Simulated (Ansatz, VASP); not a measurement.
# BN in VASP and in Ansatz

File INCAR:

```
  ALGO = Normal
  EDIFF = 1E-7
  ENCUT = 520
  GGA = PS
  ISIF = 2
  ISMEAR = 0
  LASPH = T
  LCHARG = F
  LREAL = F
  LWAVE = F
  NBANDS = 16
  NELM = 100
  PREC = Accurate
  SIGMA = 0.05
```

Contents of KPOINTS:

```
k-points
0
Gamma
  12 12 4
```

The input POSCAR:

```
BN
1.0
    2.5386592578      0.0000000000      0.0000000000
   -1.2693296289      2.1985434088      0.0000000000
    0.0000000000      0.0000000000      6.8306492347
B N
2 2
Direct
    0.3333333333      0.6666666667      0.2500000000
    0.6666666667      0.3333333333      0.7500000000
    0.3333333333      0.6666666667      0.7500000000
    0.6666666667      0.3333333333      0.2500000000
```

Input for Ansatz:

```yaml
crystal:
  lattice:
    - [2.5386592578, 0.0, 0.0]
    - [-1.2693296289, 2.1985434088, 0.0]
    - [0.0, 0.0, 6.8306492347]
  atoms:
    - { symbol: B, position: [0.3333333333, 0.6666666667, 0.25] }
    - { symbol: B, position: [0.6666666667, 0.3333333333, 0.75] }
    - { symbol: "N", position: [0.3333333333, 0.6666666667, 0.75] }
    - { symbol: "N", position: [0.6666666667, 0.3333333333, 0.25] }
basis:
  ecutwfc: 420
kpoints:
  mp_grid: { grid: [12, 12, 4] }
hamiltonian:
  xc: pbesol
scf:
  occupations: { method: gaussian, width: 0.05 }
output:
  forces: true
  stress: true
  eigenvalues: true
```

Alike in both runs: task single point; functional PBEsol; k mesh 12 × 12 × 4; occupations gaussian, width 0.05 eV; no spin polarisation.

```csv
,VASP,Ansatz
version,VASP 6.6.1,Ansatz 0.2.0
potentials or method,"VASP PAW PBE potentials, release 64 (B, N)","scalar-relativistic, plane waves, PAW"
plane-wave cutoff (eV),520,420
valence electrons in the cell,16,16
```

|  | VASP | Ansatz | Ansatz less VASP |
| --- | --- | --- | --- |
| gap on the k mesh at the Fermi level (eV) | 4.15 | 4.16 | +0.009 |
| least direct gap on the mesh (eV) | 4.49 | 4.49 | +0.006 |
| pressure (GPa) | -8.6 | -8.9 | -0.26 |
| largest component of the traceless stress (GPa) | 8.77 | 9.18 | +0.406 |

Caveats: the PAW data sets were made with another functional, which shifts forces and pressure a little (VASP); this functional lacks dispersion, which binds the layers, so the pressure and a relaxed spacing across them are unreliable. PBEsol gaps usually lie below the measured ones, often by a third to a half. A k mesh can miss the band edges.
